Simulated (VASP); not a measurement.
# SnSe (Pm-3m) in VASP: further runs

One crystal, SnSe, is run at these levels: PBE; tasks: relaxation of the atoms.

Everything below comes from runs of VASP 6.6.1. Logs are shortened: lines on timing, memory, paths and dates and some standing lists are left out, and cuts for length are marked.

## (1) The structure

The structure is cubic, space group Pm-3m (No. 221). Conventional cell: a = 3.686 Å, b = 3.686 Å, c = 3.686 Å, α = 90.00°, β = 90.00°, γ = 90.00°. Sn (site symmetry m-3m) is surrounded by 8 Se at 3.19 Å. Around Se (site symmetry m-3m) lie 8 Sn at 3.19 Å.

Measurements of this composition are mostly on another form, of space group No. 62.

## (2) Relaxation of the atoms, PBE (a relaxed cell with its volume scaled by 0.94)

File INCAR:

```
SYSTEM = SnSe
  ALGO = Normal
  EDIFF = 1E-7
  EDIFFG = -0.01
  ENCUT = 600
  GGA = PE
  IBRION = 2
  ISIF = 2
  ISMEAR = 0
  LASPH = .True.
  LCHARG = .False.
  LREAL = .False.
  LWAVE = .False.
  NELM = 80
  NSW = 40
  PREC = Accurate
  SIGMA = 0.03
```

File KPOINTS:

```
k-points
0
Gamma
  8 8 8
  0 0 0
```

File POSCAR:

```
SnSe                                    
1.0
    3.6103341757      0.0000000000      0.0000000000
    0.0000000000      3.6103341757      0.0000000000
    0.0000000000      0.0000000000      3.6103341757
  Sn              Se            
     1     1
Direct
     0.5000000000000000    0.5000000000000000    0.5000000000000000
     0.0000000000000000    0.0000000000000000    0.0000000000000000
```

Potentials or basis: VASP PAW PBE potentials, release 64 (Sn_d, Se).

Started as:

```
$ cat potpaw_PBE.64/Sn_d/POTCAR potpaw_PBE.64/Se/POTCAR > POTCAR
$ mpirun -np 1 vasp_std > vasp.out
```

OUTCAR:

```text
SYSTEM = SnSe
   EDIFF = 1E-7
   EDIFFG = -0.01
   ENCUT = 600
   GGA = PE
   IBRION = 2
   ISIF = 2
   ISMEAR = 0
   LASPH = .True.
   LREAL = .False.
   NELM = 80
   NSW = 40
   PREC = Accurate

 ion  position               nearest neighbor table
   1  0.500  0.500  0.500-   2 3.13   2 3.13   2 3.13   2 3.13   2 3.13   2 3.13   2 3.13   2 3.13

   2  0.000  0.000  0.000-   1 3.13   1 3.13   1 3.13   1 3.13   1 3.13   1 3.13   1 3.13   1 3.13

  LATTYP: Found a simple cubic cell.
 ALAT       =     3.6103341757

  Lattice vectors:

 A1 = (   3.6103341757,   0.0000000000,   0.0000000000)
 A2 = (   0.0000000000,   3.6103341757,   0.0000000000)
 A3 = (   0.0000000000,   0.0000000000,   3.6103341757)

Analysis of symmetry for initial positions (statically):
=====================================================================
 Subroutine PRICEL returns:
 Original cell was already a primitive cell.

 Routine SETGRP: Setting up the symmetry group for a
 simple cubic supercell.

 Subroutine GETGRP returns: Found 48 space group operations
 (whereof 48 operations were pure point group operations)
 out of a pool of 48 trial point group operations.

The static configuration has the point symmetry O_h .

Analysis of symmetry for dynamics (positions and initial velocities):
=====================================================================
 Subroutine PRICEL returns:
 Original cell was already a primitive cell.

 Routine SETGRP: Setting up the symmetry group for a
 simple cubic supercell.

 Subroutine GETGRP returns: Found 48 space group operations
 (whereof 48 operations were pure point group operations)
 out of a pool of 48 trial point group operations.

The dynamic configuration has the point symmetry O_h .

 Subroutine INISYM returns: Found 48 space group operations
 (whereof 48 operations are pure point group operations),
 and found     1 'primitive' translations

----------------------------------------------------------------------------------------

                                     Primitive cell

  volume of cell :      47.0589

  direct lattice vectors                    reciprocal lattice vectors
     3.610334176  0.000000000  0.000000000     0.276982670  0.000000000  0.000000000
     0.000000000  3.610334176  0.000000000     0.000000000  0.276982670  0.000000000
     0.000000000  0.000000000  3.610334176     0.000000000  0.000000000  0.276982670

  length of vectors
     3.610334176  3.610334176  3.610334176     0.276982670  0.276982670  0.276982670

  position of ions in fractional coordinates (direct lattice)
     0.500000000  0.500000000  0.500000000
     0.000000000  0.000000000  0.000000000

  ion indices of the primitive-cell ions
   primitive index   ion index
                 1           1
                 2           2

----------------------------------------------------------------------------------------

 KPOINTS: k-points

Automatic generation of k-mesh.
 Grid dimensions read from file:
 generate k-points for:    8    8    8

 Generating k-lattice:

  Cartesian coordinates                     Fractional coordinates (reciprocal lattice)
     0.034622834  0.000000000  0.000000000     0.125000000  0.000000000  0.000000000
     0.000000000  0.034622834  0.000000000     0.000000000  0.125000000  0.000000000
     0.000000000  0.000000000  0.034622834     0.000000000  0.000000000  0.125000000

  Length of vectors
     0.034622834  0.034622834  0.034622834

  Shift w.r.t. Gamma in fractional coordinates (k-lattice)
     0.000000000  0.000000000  0.000000000

 Subroutine IBZKPT returns following result:
 ===========================================

 Found     35 irreducible k-points:

 Following reciprocal coordinates:
            Coordinates               Weight
  0.000000  0.000000  0.000000      1.000000
  0.125000  0.000000  0.000000      6.000000
  0.250000  0.000000  0.000000      6.000000
  0.375000  0.000000  0.000000      6.000000
  0.500000  0.000000  0.000000      3.000000
  0.125000  0.125000  0.000000     12.000000
[... 16 lines left out ...]
  0.375000  0.375000  0.125000     24.000000
  0.500000  0.375000  0.125000     24.000000
 [... further k-points ...]
   k-points           NKPTS =     35   k-points in BZ     NKDIM =     35   number of bands    NBANDS=     14
   number of dos      NEDOS =    301   number of ions     NIONS =      2
   total plane-waves  NPLWV =  27000
   dimension x,y,z NGX =    30 NGY =   30 NGZ =   30
   dimension x,y,z NGXF=    60 NGYF=   60 NGZF=   60
   ions per type =               1   1
   NGX,Y,Z   is equivalent  to a cutoff of  13.81, 13.81, 13.81 a.u.
   NGXF,Y,Z  is equivalent  to a cutoff of  27.63, 27.63, 27.63 a.u.
 SYSTEM =  SnSe
   PREC   = accura    normal or accurate (medium, high low for compatibility)
   ISTART =      0    job   : 0-new  1-cont  2-samecut
   ICHARG =      2    charge: 1-file 2-atom 10-const
   ISPIN  =      1    spin polarized calculation?
   LNONCOLLINEAR =      F non collinear calculations
   LSORBIT =      F    spin-orbit coupling
   LASPH  =      T    aspherical Exc in radial PAW
   ENCUT  =  600.0 eV  44.10 Ry    6.64 a.u.   7.21  7.21  7.21*2*pi/ulx,y,z
   NELM   =     80;   NELMIN=  2; NELMDL= -5     # of ELM steps
   EDIFF  = 0.1E-06   stopping-criterion for ELM
   LREAL  =      F    real-space projection
   EDIFFG = -.1E-01   stopping-criterion for IOM
   NSW    =     40    number of steps for IOM
   IBRION =      2    ionic relax: 0-MD 1-quasi-New 2-CG
   NFREE  =      1    steps in history (QN), initial steepest desc. (CG)
   ISIF   =      2    stress and relaxation
   ISYM   =      2    0-nonsym 1-usesym 2-fastsym
   POTIM  = 0.5000    time-step for ionic-motion
   TEBEG  =    0.0;   TEEND  =   0.0 temperature during run
   PSTRESS=    0.0 pullay stress
   NELECT =      20.0000    total number of electrons
   NUPDOWN=      -1.0000    fix difference up-down
   EMIN   =  10.00;   EMAX   =-10.00  energy-range for DOS
   EFERMI =   0.00;   METHOD = LEGACY
   ISMEAR =     0;   SIGMA  =   0.03  broadening in eV -4-tet -1-fermi 0-gaus
   EFERMI_NEDOS =   21; number of points for ismear=-14 and -15
   IALGO  =     38    algorithm
   IMIX   =      4    mixing-type and parameters
     AMIX     =   0.40;   BMIX     =  1.00
     AMIX_MAG =   1.60;   BMIX_MAG =  1.00
  volume/ion in A,a.u.               =      23.53       158.78
  Fermi-wavevector in a.u.,A,eV,Ry     =   1.230847  2.325964 20.612615  1.514984
  Thomas-Fermi vector in A             =   2.365680
   LORBIT       =      0    0 simple, 1 ext, 2 COOP (PROOUT), +10 PAW based schemes
   GGA     = PE    functional components
   LHFCALC =     F    Hartree Fock is set to
   AEXX    =    0.0000 exact exchange contribution
   IVDW    =     0    specifies the selected vdW correction
   LEPSILON=     F    determine dielectric tensor
   LRPA    =     F    only Hartree local field effects (RPA)
 conjugate gradient relaxation of ions
 non-spin polarized calculation
 Gauss-broadening in eV      SIGMA  =   0.03
  energy-cutoff  :      600.00
  volume of cell :       47.06
 maximum number of plane-waves:      1596
 NGX is ok and might be reduce to    30
   NGX = 15   NGY = 15   NGZ = 15

 number of electron      20.0000005 magnetization

 Free energy of the ion-electron system (eV)
  ---------------------------------------------------
  ext. energy  EPLUGINS =         0.00000000
  ---------------------------------------------------
  free energy    TOTEN  =        -7.67669290 eV

  energy without entropy =       -7.67550310  energy(sigma->0) =       -7.67609800

 E-fermi :   6.8893     XC(G=0): -10.4439

 val. band max:        6.8873895103   @ k =   0.3750   0.3750   0.3750
 cond. band min:       6.9023848597   @ k =   0.3750   0.1250   0.0000
 fundamental gap:      0.0149953493
 Fermi energy:         6.8893131428

 k-point     1 :       0.0000    0.0000    0.0000
  band No.  band energies     occupation
      1     -14.7177      2.00000
      2     -14.7177      2.00000
      3     -14.6289      2.00000
      4     -14.6289      2.00000
      5     -14.6289      2.00000
      6      -7.1905      2.00000
      7       1.2742      2.00000
      8       4.8661      2.00000
      9       4.8661      2.00000
     10       4.8661      2.00000
     11      11.1630      0.00000
     12      11.1630      0.00000
     13      13.3246      0.00000
     14      13.3246      0.00000

 k-point     2 :       0.1250    0.0000    0.0000
  band No.  band energies     occupation
      1     -14.7172      2.00000
      2     -14.7072      2.00000
      3     -14.6325      2.00000
      4     -14.6325      2.00000
      5     -14.6286      2.00000
      6      -7.0665      2.00000
      7       0.8089      2.00000
      8       4.9199      2.00000
      9       5.0118      2.00000
     10       5.0118      2.00000
     11      11.3167      0.00000
     12      11.4637      0.00000
     13      12.8438      0.00000
     14      12.8438      0.00000

 k-point     3 :       0.2500    0.0000    0.0000
  band No.  band energies     occupation
      1     -14.7159      2.00000
      2     -14.6819      2.00000
      3     -14.6411      2.00000
      4     -14.6411      2.00000
      5     -14.6279      2.00000
      6      -6.7251      2.00000
      7      -0.2637      2.00000
      8       5.2667      2.00000
      9       5.4169      2.00000
     10       5.4169      2.00000
     11      10.2869      0.00000
     12      11.7194      0.00000
     13      11.7194      0.00000
     14      11.7741      0.00000

 k-point     4 :       0.3750    0.0000    0.0000
  band No.  band energies     occupation
      1     -14.7146      2.00000
      2     -14.6566      2.00000
      3     -14.6497      2.00000
      4     -14.6497      2.00000
      5     -14.6271      2.00000
      6      -6.2920      2.00000
      7      -1.3180      2.00000
      8       5.9462      2.00000
      9       5.9462      2.00000
     10       5.9989      2.00000
     11       8.6561      0.00000
     12      10.5788      0.00000
     13      10.5788      0.00000
     14      12.5067      0.00000

 k-point     5 :       0.5000    0.0000    0.0000
  band No.  band energies     occupation
      1     -14.7141      2.00000
      2     -14.6532      2.00000
      3     -14.6532      2.00000
      4     -14.6461      2.00000
      5     -14.6268      2.00000
      6      -6.0667      2.00000
      7      -1.7755      2.00000
      8       6.2349      2.00000
      9       6.2349      2.00000
     10       6.8403      1.97925
     11       7.4881      0.00000
[... 276 lines left out ...]
 k-point    22 :       0.5000    0.2500    0.1250
  band No.  band energies     occupation
      1     -14.6815      2.00000
      2     -14.6723      2.00000
      3     -14.6562      2.00000
      4     -14.6419      2.00000
      5     -14.6285      2.00000
      6      -5.6297      2.00000
      7      -0.8788      2.00000
      8       3.2004      2.00000
      9       4.6704      2.00000
     10       5.6353      2.00000
     11       8.6303      0.00000
     12       9.8431      0.00000
     13      12.0624      0.00000
     14      14.9605      0.00000

 k-point    23 :       0.3750    0.3750    0.1250
  band No.  band energies     occupation
      1     -14.6806      2.00000
      2     -14.6730      2.00000
      3     -14.6512      2.00000
      4     -14.6505      2.00000
      5     -14.6210      2.00000
      6      -5.4988      2.00000
      7      -0.1481      2.00000
      8       2.0599      2.00000
      9       3.9068      2.00000
     10       5.6911      2.00000
     11       9.1355      0.00000
     12      10.3332      0.00000
     13      11.2300      0.00000
     14      14.8731      0.00000

 k-point    24 :       0.5000    0.3750    0.1250
  band No.  band energies     occupation
      1     -14.6858      2.00000
      2     -14.6706      2.00000
      3     -14.6543      2.00000
      4     -14.6501      2.00000
      5     -14.6121      2.00000
      6      -5.3499      2.00000
      7       0.0021      2.00000
      8       2.1361      2.00000
      9       2.9491      2.00000
     10       5.9104      2.00000
     11       9.2510      0.00000
     12      10.0973      0.00000
     13      11.3856      0.00000
     14      14.5228      0.00000

 [... further k-points ...]

------------------------ aborting loop because EDIFF is reached ----------------------------------------

  FORCE on cell =-STRESS in cart. coord.  units (eV):
  Direction    XX          YY          ZZ          XY          YZ          ZX
  --------------------------------------------------------------------------------------
  -------------------------------------------------------------------------------------
  Total        1.0427996      1.0427996      1.0427996      0.0000000     -0.0000000      0.0000000
  in kB       35.5033415     35.5033415     35.5033415      0.0000000     -0.0000000      0.0000000
  external PRESSURE =      35.5033415 kB  Pullay stress =       0.0000000 kB

 VOLUME and BASIS-vectors are now :
 -----------------------------------------------------------------------------
  energy-cutoff  :      600.00
  volume of cell :       47.06
      direct lattice vectors                 reciprocal lattice vectors
     3.610334176  0.000000000  0.000000000     0.276982670  0.000000000  0.000000000
     0.000000000  3.610334176  0.000000000     0.000000000  0.276982670  0.000000000
     0.000000000  0.000000000  3.610334176     0.000000000  0.000000000  0.276982670

 POSITION                                       TOTAL-FORCE (eV/Angst)
 -----------------------------------------------------------------------------------
      1.80517      1.80517      1.80517         0.000000      0.000000      0.000000
      0.00000      0.00000      0.00000         0.000000      0.000000      0.000000
 -----------------------------------------------------------------------------------
    total drift:                                0.000000      0.000000      0.000000

  FREE ENERGIE OF THE ION-ELECTRON SYSTEM (eV)
  ---------------------------------------------------
  free  energy   TOTEN  =        -7.6766929021 eV

  energy  without entropy=       -7.6755031042  energy(sigma->0) =       -7.67609800

 reached required accuracy - stopping structural energy minimisation
```

It took 12 s on 1 thread of Intel Xeon 6975P-C (Granite Rapids), shared host; peak memory 0.18 GiB.

Results:

* Free energy: -7.6767 eV
* Pressure after relaxing: 3.6 GPa
* Band gap on the k mesh: none (metal or under the smearing width)

Final structure:
```yaml
crystal:
  lattice:
    - [3.61033, 0.00000, 0.00000]
    - [0.00000, 3.61033, 0.00000]
    - [0.00000, 0.00000, 3.61033]
  atoms:
    - { symbol: Sn, position: [0.50000, 0.50000, 0.50000] }
    - { symbol: Se, position: [0.00000, 0.00000, 0.00000] }
```

Caveat: the relaxation stopped at its first step, so nothing moved.

## (3) Relaxation of the atoms, PBE (a relaxed cell with its volume scaled by 0.96)

INCAR is that of step 2.

KPOINTS is that of step 2.

File POSCAR:

```
SnSe                                    
1.0
    3.6357599020      0.0000000000      0.0000000000
    0.0000000000      3.6357599020      0.0000000000
    0.0000000000      0.0000000000      3.6357599020
  Sn              Se            
     1     1
Direct
     0.5000000000000000    0.5000000000000000    0.5000000000000000
     0.0000000000000000    0.0000000000000000    0.0000000000000000
```

Potentials or basis: VASP PAW PBE potentials, release 64 (Sn_d, Se).

Started as:

```
$ cat potpaw_PBE.64/Sn_d/POTCAR potpaw_PBE.64/Se/POTCAR > POTCAR
$ mpirun -np 1 vasp_std > vasp.out
```

It took 12 s on 1 thread of Intel Xeon 6975P-C (Granite Rapids), shared host; peak memory 0.18 GiB.

The run converged. Its results:

```
Free energy             : -7.6960 eV
Pressure after relaxing : 2.5 GPa
Band gap on the k mesh  : none (metal or under the smearing width)
```

Final structure:
```
Sn Se
1.0
     3.63576    0.00000    0.00000
     0.00000    3.63576    0.00000
     0.00000    0.00000    3.63576
Sn Se
1 1
Cartesian
  1.8179 1.8179 1.8179
  0.0000 0.0000 0.0000
```

Levels at points of the mesh, in eV from the Fermi level:
```tsv
k point	band 8	band 9	band 10	band 11	band 12	band 13
(0.00, 0.00, 0.00)	-1.95	-1.95	-1.95	4.33	4.33	6.29
(0.50, 0.00, 0.00)	-0.61	-0.61	-0.06	0.53	3.15	3.15
(0.50, 0.50, 0.00)	-5.19	-5.19	-0.18	4.22	4.22	4.89
(0.50, 0.50, 0.50)	-3.12	-3.12	-3.12	-1.18	-1.18	-1.18
```

Caveat: the relaxation stopped at its first step, so nothing moved.

## (4) Relaxation of the atoms, PBE (a relaxed cell with its volume scaled by 0.98)

INCAR is that of step 3.

KPOINTS is that of step 3.

File POSCAR:

```
SnSe                                    
1.0
    3.6608349006      0.0000000000      0.0000000000
    0.0000000000      3.6608349006      0.0000000000
    0.0000000000      0.0000000000      3.6608349006
  Sn              Se            
     1     1
Direct
     0.5000000000000000    0.5000000000000000    0.5000000000000000
     0.0000000000000000    0.0000000000000000    0.0000000000000000
```

Started as:

```
$ cat potpaw_PBE.64/Sn_d/POTCAR potpaw_PBE.64/Se/POTCAR > POTCAR
$ mpirun -np 1 vasp_std > vasp.out
```

Run time: 11 s. Hardware: 1 thread of Intel Xeon 6975P-C (Granite Rapids), shared host; peak memory 0.18 GiB.

The run converged. Its results:

* Free energy: -7.7076 eV
* Pressure after relaxing: 1.2 GPa
* Band gap on the k mesh: none (metal or under the smearing width)

Final structure:
```
CELL_PARAMETERS angstrom
3.66083 0.00000 0.00000
0.00000 3.66083 0.00000
0.00000 0.00000 3.66083
ATOMIC_POSITIONS crystal
Sn 0.50000 0.50000 0.50000
Se 0.00000 0.00000 0.00000
```

Levels at points of the mesh, in eV from the Fermi level:
```
           k point  band 6  band 7  band 8  band 9  band 10  band 11  band 12  band 13  band 14
(0.00, 0.00, 0.00)  -13.73   -5.68   -1.85   -1.85    -1.85     4.41     4.41     6.17     6.17
(0.50, 0.00, 0.00)  -12.70   -8.38   -0.56   -0.56    -0.05     0.49     3.15     3.15     6.41
(0.50, 0.50, 0.00)  -12.00   -6.06   -5.02   -5.02    -0.13     4.18     4.18     4.83     6.53
(0.50, 0.50, 0.50)  -11.59   -4.44   -3.00   -3.00    -3.00    -1.08    -1.08    -1.08    14.14
```

Caveat: the relaxation stopped at its first step, so nothing moved.

(Part 1 of 2 ends here.)
